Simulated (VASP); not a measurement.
Input of a VASP 6.6.1 run:

File INCAR:

```
SYSTEM = SnS2
PREC = Accurate
ENCUT = 520
EDIFF = 1E-6
ISMEAR = 0
SIGMA = 0.03
LREAL = .False.
LASPH = .True.
NELM = 80
ALGO = Fast
ISIF = 2
LWAVE = .False.
LCHARG = .False.
GGA = PE
KPAR = 2
```

File KPOINTS:

```
regular mesh
0
Gamma
  9 9 5
  0 0 0
```

Contents of POSCAR:

```
SnS2                                    
1.0
    3.6670894307      0.0000000000      0.0000000000
   -1.8335447154      3.1757926050      0.0000000000
    0.0000000000     -0.0000000000      5.8110411771
  Sn              S             
     1     2
Direct
     0.0000000000000000    0.0000000000000000    0.0000000000000000
     0.3333333332999970    0.6666666667000030    0.2543524691518261
     0.6666666667000030    0.3333333332999970    0.7456475308481739
```

KPOINTS_OPT

```
explicit points
213
Reciprocal
 0.0000000000  0.0000000000  0.0000000000 1
 0.0357142857  0.0000000000  0.0000000000 1
 0.0714285714  0.0000000000  0.0000000000 1
 0.1071428571  0.0000000000  0.0000000000 1
 0.1428571429  0.0000000000  0.0000000000 1
 0.1785714286  0.0000000000  0.0000000000 1
[... 205 lines left out ...]
 0.5000000000  0.0000000000  0.0326872400 1
 0.5000000000  0.0000000000 -0.0326872400 1
```

Potentials or basis: VASP PAW PBE potentials, release 64 (Sn_d, S).

The run is started by

```bash
$ cat potpaw_PBE.64/Sn_d/POTCAR potpaw_PBE.64/S/POTCAR > POTCAR
$ mpirun -np 2 vasp_std > vasp.out
```

Question: Estimate the largest force.

Answer: 0.006 eV/Å.

Question: Predict the band gap on the k mesh.

Answer: 1.31 eV, indirect (least direct gap 1.75 eV).

Question: Predict the band gap along the path.

Answer: 1.29 eV, indirect (least direct gap 1.75 eV).

Forces on the atoms (eV/Å):
```
Sn   0.000  0.000  0.000
S    0.000  0.000 -0.006
S    0.000  0.000  0.006
```

Caveat: spin-orbit coupling is left out, which moves the levels of the heavy elements.
